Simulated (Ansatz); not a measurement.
AgBr:

```
Ag Br
1.0
     0.00000    2.87015    2.87015
     2.87015    0.00000    2.87015
     2.87015    2.87015    0.00000
Ag Br
1 1
Direct
  0.00000 0.00000 0.00000
  0.50000 0.50000 0.50000
```

Program: Ansatz 0.2.0. Alike in all runs: cell as given; k mesh 8 × 8 × 8. Hardware: 1 thread of Arm Neoverse V1 (shared host).

Task: Order these runs on this cell by their wall time, lowest first.
A. task atomic charges; level rPW86-PBE+rVV10; potentials or basis Ansatz PAW; spin collinear, random start; cutoff (eV) 420; smearing cold 0.1 eV; other keys crystal.symmetry = detect False; accuracy = medium
B. task single point; level PBE; potentials or basis Ansatz PAW; spin off; cutoff (eV) 420; smearing fermi-dirac 0.05 eV
C. task Born charges and dielectric tensor; level PBE+D3(BJ); potentials or basis Ansatz PAW; spin off; cutoff (eV) 420; smearing fixed
D. task density of states; level PBE; potentials or basis PseudoDojo standard (LDA files); spin off; cutoff (eV) 1170; smearing tetrahedron; other keys scf.convergence.dr2_threshold = 1e-11; …

Result: B (1.5 s), D (20 s), C (44 s), A (94 s).

Caveats: the gap is small at this level, which inflates the dielectric constant (some runs); the starting moments weren't kept (some runs); with tetrahedron occupations forces and stress needn't match the slope of the energy (some runs).
